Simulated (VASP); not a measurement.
# C (Fd-3m) in VASP: settings compared

Aim: see how the results for C move with the level of theory and the settings. Levels: PBE, PBEsol. Tasks: relaxation of cell and atoms.

Everything below comes from runs of VASP 6.6.1. Logs are shortened: lines on timing, memory, paths and dates and some standing lists are left out, and cuts for length are marked.

## Step 1: Starting point

The structure is cubic, space group Fd-3m (No. 227). Conventional cell: a = 3.572 Å, b = 3.572 Å, c = 3.572 Å, α = 90.00°, β = 90.00°, γ = 90.00°. C (site symmetry -43m) is surrounded by 4 C at 1.55 Å.

This isn't the form of C at room conditions, which is graphite.

## Step 2: Relaxation of cell and atoms, PBE

Input file INCAR:

```
  ALGO = Normal
  EDIFF = 1E-7
  EDIFFG = -0.005
  ENCUT = 600
  GGA = PE
  IBRION = 2
  ISIF = 3
  ISMEAR = 0
  LASPH = T
  LCHARG = F
  LREAL = F
  LWAVE = F
  NELM = 80
  NSW = 90
  PREC = Accurate
  SIGMA = 0.03
```

Input file KPOINTS:

```
k-points
0
Gamma
  14 14 14
```

Input file POSCAR:

```
C                                       
1.0
   -0.0000000000      1.7858054497      1.7858054497
    1.7858054497     -0.0000000000      1.7858054497
    1.7858054497      1.7858054497      0.0000000000
  C             
     2
Direct
     0.0000000000000000    0.0000000000000000    0.0000000000000000
     0.2500000000000000    0.2500000000000000    0.2500000000000000
```

Potentials or basis: VASP PAW PBE potentials, release 64 (C).

Launch:

```console
> cat potpaw_PBE.64/C/POTCAR > POTCAR
> mpirun -np 1 vasp_std > vasp.out
```

OUTCAR:

```text
EDIFF = 1E-7
   EDIFFG = -0.005
   ENCUT = 600
   GGA = PE
   IBRION = 2
   ISIF = 3
   ISMEAR = 0
   LASPH = T
   LREAL = F
   NELM = 80
   NSW = 90
   PREC = Accurate

 ion  position               nearest neighbor table
   1  0.000  0.000  0.000-   2 1.55   2 1.55   2 1.55   2 1.55
   2  0.250  0.250  0.250-   1 1.55   1 1.55   1 1.55   1 1.55

  LATTYP: Found a face centered cubic cell.
 ALAT       =     3.5716108994

  Lattice vectors:

 A1 = (   0.0000000000,   1.7858054497,   1.7858054497)
 A2 = (   1.7858054497,   0.0000000000,   1.7858054497)
 A3 = (   1.7858054497,   1.7858054497,   0.0000000000)

Analysis of symmetry for initial positions (statically):
=====================================================================
 Subroutine PRICEL returns:
 Original cell was already a primitive cell.

 Routine SETGRP: Setting up the symmetry group for a
 face centered cubic supercell.

 Subroutine GETGRP returns: Found 48 space group operations
 (whereof 24 operations were pure point group operations)
 out of a pool of 48 trial point group operations.

The static configuration has the point symmetry T_d .
 The point group associated with its full space group is O_h .

Analysis of symmetry for dynamics (positions and initial velocities):
=====================================================================
 Subroutine PRICEL returns:
 Original cell was already a primitive cell.

 Routine SETGRP: Setting up the symmetry group for a
 face centered cubic supercell.

 Subroutine GETGRP returns: Found 48 space group operations
 (whereof 24 operations were pure point group operations)
 out of a pool of 48 trial point group operations.

The dynamic configuration has the point symmetry T_d .
 The point group associated with its full space group is O_h .

 Subroutine INISYM returns: Found 48 space group operations
 (whereof 24 operations are pure point group operations),
 and found     1 'primitive' translations

----------------------------------------------------------------------------------------

                                     Primitive cell

  volume of cell :      11.3902

  direct lattice vectors                    reciprocal lattice vectors
     0.000000000  1.785805450  1.785805450    -0.279985706  0.279985706  0.279985706
     1.785805450  0.000000000  1.785805450     0.279985706 -0.279985706  0.279985706
     1.785805450  1.785805450  0.000000000     0.279985706  0.279985706 -0.279985706

  length of vectors
     2.525510287  2.525510287  2.525510287     0.484949469  0.484949469  0.484949469

  position of ions in fractional coordinates (direct lattice)
     0.000000000  0.000000000  0.000000000
     0.250000000  0.250000000  0.250000000

  ion indices of the primitive-cell ions
   primitive index   ion index
                 1           1
                 2           2

----------------------------------------------------------------------------------------

 KPOINTS: k-points

Automatic generation of k-mesh.
 Grid dimensions read from file:
 generate k-points for:   14   14   14

 Generating k-lattice:

  Cartesian coordinates                     Fractional coordinates (reciprocal lattice)
    -0.019998979  0.019998979  0.019998979     0.071428571  0.000000000  0.000000000
     0.019998979 -0.019998979  0.019998979     0.000000000  0.071428571  0.000000000
     0.019998979  0.019998979 -0.019998979     0.000000000  0.000000000  0.071428571

  Length of vectors
     0.034639248  0.034639248  0.034639248

  Shift w.r.t. Gamma in fractional coordinates (k-lattice)
     0.000000000  0.000000000  0.000000000

 Subroutine IBZKPT returns following result:
 ===========================================

 Found    104 irreducible k-points:

 Following reciprocal coordinates:
            Coordinates               Weight
  0.000000  0.000000  0.000000      1.000000
  0.071429  0.000000  0.000000      8.000000
  0.142857  0.000000  0.000000      8.000000
  0.214286  0.000000  0.000000      8.000000
  0.285714  0.000000  0.000000      8.000000
  0.357143  0.000000  0.000000      8.000000
[... 16 lines left out ...]
  0.214286  0.142857  0.000000     24.000000
  0.285714  0.142857  0.000000     24.000000
 [... further k-points ...]
   k-points           NKPTS =    104   k-points in BZ     NKDIM =    104   number of bands    NBANDS=      8
   number of dos      NEDOS =    301   number of ions     NIONS =      2
   total plane-waves  NPLWV =   8000
   dimension x,y,z NGX =    20 NGY =   20 NGZ =   20
   dimension x,y,z NGXF=    40 NGYF=   40 NGZF=   40
   ions per type =               2
   NGX,Y,Z   is equivalent  to a cutoff of  13.17, 13.17, 13.17 a.u.
   NGXF,Y,Z  is equivalent  to a cutoff of  26.33, 26.33, 26.33 a.u.
 SYSTEM =  unknown system
   PREC   = accura    normal or accurate (medium, high low for compatibility)
   ISTART =      0    job   : 0-new  1-cont  2-samecut
   ICHARG =      2    charge: 1-file 2-atom 10-const
   ISPIN  =      1    spin polarized calculation?
   LNONCOLLINEAR =      F non collinear calculations
   LSORBIT =      F    spin-orbit coupling
   LASPH  =      T    aspherical Exc in radial PAW
   ENCUT  =  600.0 eV  44.10 Ry    6.64 a.u.   5.04  5.04  5.04*2*pi/ulx,y,z
   NELM   =     80;   NELMIN=  2; NELMDL= -5     # of ELM steps
   EDIFF  = 0.1E-06   stopping-criterion for ELM
   LREAL  =      F    real-space projection
   EDIFFG = -.5E-02   stopping-criterion for IOM
   NSW    =     90    number of steps for IOM
   IBRION =      2    ionic relax: 0-MD 1-quasi-New 2-CG
   NFREE  =      1    steps in history (QN), initial steepest desc. (CG)
   ISIF   =      3    stress and relaxation
   ISYM   =      2    0-nonsym 1-usesym 2-fastsym
   POTIM  = 0.5000    time-step for ionic-motion
   TEBEG  =    0.0;   TEEND  =   0.0 temperature during run
   PSTRESS=    0.0 pullay stress
   NELECT =       8.0000    total number of electrons
   NUPDOWN=      -1.0000    fix difference up-down
   EMIN   =  10.00;   EMAX   =-10.00  energy-range for DOS
   EFERMI =   0.00;   METHOD = LEGACY
   ISMEAR =     0;   SIGMA  =   0.03  broadening in eV -4-tet -1-fermi 0-gaus
   EFERMI_NEDOS =   21; number of points for ismear=-14 and -15
   IALGO  =     38    algorithm
   IMIX   =      4    mixing-type and parameters
     AMIX     =   0.40;   BMIX     =  1.00
     AMIX_MAG =   1.60;   BMIX_MAG =  1.00
  volume/ion in A,a.u.               =       5.70        38.43
  Fermi-wavevector in a.u.,A,eV,Ry     =   1.455216  2.749959 28.812412  2.117653
  Thomas-Fermi vector in A             =   2.572276
   LORBIT       =      0    0 simple, 1 ext, 2 COOP (PROOUT), +10 PAW based schemes
   GGA     = PE    functional components
   LHFCALC =     F    Hartree Fock is set to
   AEXX    =    0.0000 exact exchange contribution
   IVDW    =     0    specifies the selected vdW correction
   LEPSILON=     F    determine dielectric tensor
   LRPA    =     F    only Hartree local field effects (RPA)
 conjugate gradient relaxation of ions
 non-spin polarized calculation
 Gauss-broadening in eV      SIGMA  =   0.03
  energy-cutoff  :      600.00
  volume of cell :       11.39
 maximum number of plane-waves:       392
   NGX =  9   NGY =  9   NGZ =  9

 number of electron       7.9999999 magnetization

 Free energy of the ion-electron system (eV)
  ---------------------------------------------------
  ext. energy  EPLUGINS =         0.00000000
  ---------------------------------------------------
  free energy    TOTEN  =       -18.19054292 eV

  energy without entropy =      -18.19054292  energy(sigma->0) =      -18.19054292

 E-fermi :   9.8568     XC(G=0): -13.2301

 val. band max:        9.6693633594   @ k =   0.0000   0.0000   0.0000
 cond. band min:      13.7900647803   @ k =   0.3571   0.3571   0.0000
 fundamental gap:      4.1207014209
 Fermi energy:         9.8568423944

 k-point     1 :       0.0000    0.0000    0.0000
  band No.  band energies     occupation
      1     -11.7521      2.00000
      2       9.6694      2.00000
      3       9.6694      2.00000
      4       9.6694      2.00000
      5      15.2483      0.00000
      6      15.2483      0.00000
      7      15.2483      0.00000
      8      22.9070      0.00000

 k-point     2 :       0.0714    0.0000    0.0000
  band No.  band energies     occupation
      1     -11.6114      2.00000
      2       8.7389      2.00000
      3       9.4273      2.00000
      4       9.4273      2.00000
      5      15.5649      0.00000
      6      15.5649      0.00000
      7      15.8008      0.00000
      8      23.0301      0.00000

 k-point     3 :       0.1429    0.0000    0.0000
  band No.  band energies     occupation
      1     -11.1899      2.00000
      2       6.7015      2.00000
      3       8.8639      2.00000
      4       8.8639      2.00000
      5      16.3075      0.00000
      6      16.3075      0.00000
      7      16.7540      0.00000
      8      23.3919      0.00000

 k-point     4 :       0.2143    0.0000    0.0000
  band No.  band energies     occupation
      1     -10.4919      2.00000
      2       4.3167      2.00000
      3       8.2275      2.00000
      4       8.2275      2.00000
      5      17.1078      0.00000
      6      17.1078      0.00000
      7      17.5062      0.00000
      8      23.9360      0.00000

 k-point     5 :       0.2857    0.0000    0.0000
  band No.  band energies     occupation
      1      -9.5274      2.00000
      2       1.8903      2.00000
      3       7.6623      2.00000
      4       7.6623      2.00000
      5      17.6977      0.00000
      6      17.6977      0.00000
      7      17.9863      0.00000
      8      24.5293      0.00000
[... 177 lines left out ...]
 k-point    22 :       0.1429    0.1429    0.0000
  band No.  band energies     occupation
      1     -11.0027      2.00000
      2       7.5893      2.00000
      3       7.5893      2.00000
      4       7.9749      2.00000
      5      14.7338      0.00000
      6      17.9628      0.00000
      7      17.9628      0.00000
      8      22.7214      0.00000

 k-point    23 :       0.2143    0.1429    0.0000
  band No.  band energies     occupation
      1     -10.4907      2.00000
      2       5.8706      2.00000
      3       6.9061      2.00000
      4       7.6421      2.00000
      5      14.9003      0.00000
      6      18.9221      0.00000
      7      18.9578      0.00000
      8      22.2506      0.00000

 k-point    24 :       0.2857    0.1429    0.0000
  band No.  band energies     occupation
      1      -9.7069      2.00000
      2       3.6671      2.00000
      3       6.3656      2.00000
      4       7.0801      2.00000
      5      15.5710      0.00000
      6      19.6029      0.00000
      7      19.7107      0.00000
      8      22.0176      0.00000

 [... further k-points ...]
[... 5 lines left out ...]
  --------------------------------------------------------------------------------------
  -------------------------------------------------------------------------------------
  Total       -0.0012382     -0.0012382     -0.0012382      0.0000000     -0.0000000     -0.0000000
  in kB       -0.1741740     -0.1741740     -0.1741740      0.0000000     -0.0000000     -0.0000000
  external PRESSURE =      -0.1741740 kB  Pullay stress =       0.0000000 kB

 VOLUME and BASIS-vectors are now :
 -----------------------------------------------------------------------------
  energy-cutoff  :      600.00
  volume of cell :       11.39
      direct lattice vectors                 reciprocal lattice vectors
     0.000000000  1.785805450  1.785805450    -0.279985706  0.279985706  0.279985706
     1.785805450  0.000000000  1.785805450     0.279985706 -0.279985706  0.279985706
     1.785805450  1.785805450  0.000000000     0.279985706  0.279985706 -0.279985706

 POSITION                                       TOTAL-FORCE (eV/Angst)
 -----------------------------------------------------------------------------------
      0.00000      0.00000      0.00000         0.000000      0.000000      0.000000
      0.89290      0.89290      0.89290        -0.000000     -0.000000     -0.000000
 -----------------------------------------------------------------------------------
    total drift:                                0.000000      0.000000      0.000000

  FREE ENERGIE OF THE ION-ELECTRON SYSTEM (eV)
  ---------------------------------------------------
  free  energy   TOTEN  =       -18.1905429241 eV

  energy  without entropy=      -18.1905429241  energy(sigma->0) =      -18.19054292

 reached required accuracy - stopping structural energy minimisation
```

It took 12 s on 1 thread of Intel Xeon Platinum 8259CL at 2.50GHz (Skylake/Cascade Lake), shared host; peak memory 0.12 GiB.

Results:

```yaml
Free_energy: -18.1905 eV
Pressure_after_relaxing: 0.0 GPa
Band_gap_on_the_k_mesh: 4.12 eV, indirect (least direct gap 5.58 eV)
```

Final structure:
```xyz
2
Lattice="0.0000 1.7858 1.7858 1.7858 0.0000 1.7858 1.7858 1.7858 0.0000" Properties=species:S:1:pos:R:3 pbc="T T T"
C     0.0000    0.0000    0.0000
C     0.8929    0.8929    0.8929
```

Levels at points of the mesh, in eV from the valence-band top:
| k point | band 2 | band 3 | band 4 | band 5 | band 6 | band 7 |
| --- | --- | --- | --- | --- | --- | --- |
| (0.00, 0.00, 0.00) | 0.00 | 0.00 | 0.00 | 5.58 | 5.58 | 5.58 |
| (0.50, 0.00, 0.00) | -13.33 | -2.79 | -2.79 | 8.44 | 8.44 | 8.79 |
| (0.50, 0.50, 0.00) | -12.74 | -6.27 | -6.27 | 4.75 | 4.75 | 16.74 |

Caveat: the relaxation stopped at its first step, so nothing moved.

## Step 3: Relaxation of cell and atoms, PBEsol

This run uses another cell than the first one, of 5.67 Å³/atom, 0.996 times its volume.

Input file INCAR:

```
SYSTEM = C
PREC = Accurate ; ENCUT = 600
EDIFF = 1E-6 ; ISMEAR = 0
SIGMA = 0.03 ; LREAL = .False.
LASPH = .True. ; NELM = 80
ALGO = Normal ; ISIF = 3
LWAVE = .False. ; LCHARG = .False.
GGA = PS ; IBRION = 2
NSW = 90 ; EDIFFG = -0.01
```

Input file KPOINTS:

```
Automatic mesh
0
Gamma
  14 14 14
  0 0 0
```

Input file POSCAR:

```
C
1.0
    0.0000000000      1.7833700000      1.7833700000
    1.7833700000      0.0000000000      1.7833700000
    1.7833700000      1.7833700000      0.0000000000
C
2
Direct
    0.0000000000      0.0000000000      0.0000000000
    0.2500000000      0.2500000000      0.2500000000
```

Potentials or basis: VASP PAW PBE potentials, release 64 (C).

Launch:

```console
> cat potpaw_PBE.64/C/POTCAR > POTCAR
> mpirun -np 1 vasp_std > vasp.out
```

Wall time 8 s (1 thread of Intel Xeon 6975P-C (Granite Rapids), shared host); peak memory 0.12 GiB.

Results (log left out):

| Quantity | Value |
| --- | --- |
| Free energy | -19.2548 eV |
| Relaxed volume | 5.62 Å³/atom |
| Relaxed cell | a = 2.514 Å, b = 2.514 Å, c = 2.514 Å, α = 60.00°, β = 60.00°, γ = 60.00° |
| Space group after relaxing (to 0.05 Å) | Fd-3m (No. 227) |
| Energy gained by relaxing | 0.8 meV/atom |
| Ionic steps | 3 |
| Pressure after relaxing | 0.0 GPa |
| Band gap on the k mesh | 4.03 eV, indirect (least direct gap 5.57 eV) |

Step by step:
| step | energy change (eV) | largest force (eV/Å) | pressure (GPa) | volume (Å³) |
| --- | --- | --- | --- | --- |
| 1 | 0.0000 | 0.0000 | -4.41 | 11.34 |
| 2 | 0.0010 | 0.0000 | 5.83 | 11.09 |
| 3 | -0.0016 | 0.0000 | -0.01 | 11.23 |

Final structure:
```
C
1.0
     0.00000    1.77745    1.77745
     1.77745    0.00000    1.77745
     1.77745    1.77745    0.00000
C
2
Direct
  0.00000 0.00000 0.00000
  0.25000 0.25000 0.25000
```

Levels at points of the mesh, in eV from the valence-band top:
```tsv
k point	band 2	band 3	band 4	band 5	band 6	band 7
(0.00, 0.00, 0.00)	0.00	0.00	0.00	5.57	5.57	5.57
(0.50, 0.00, 0.00)	-13.58	-2.84	-2.84	8.43	8.43	8.97
(0.50, 0.50, 0.00)	-12.85	-6.40	-6.40	4.62	4.62	16.93
```

Caveat: the PAW data sets were made with another functional, which shifts forces and pressure a little.
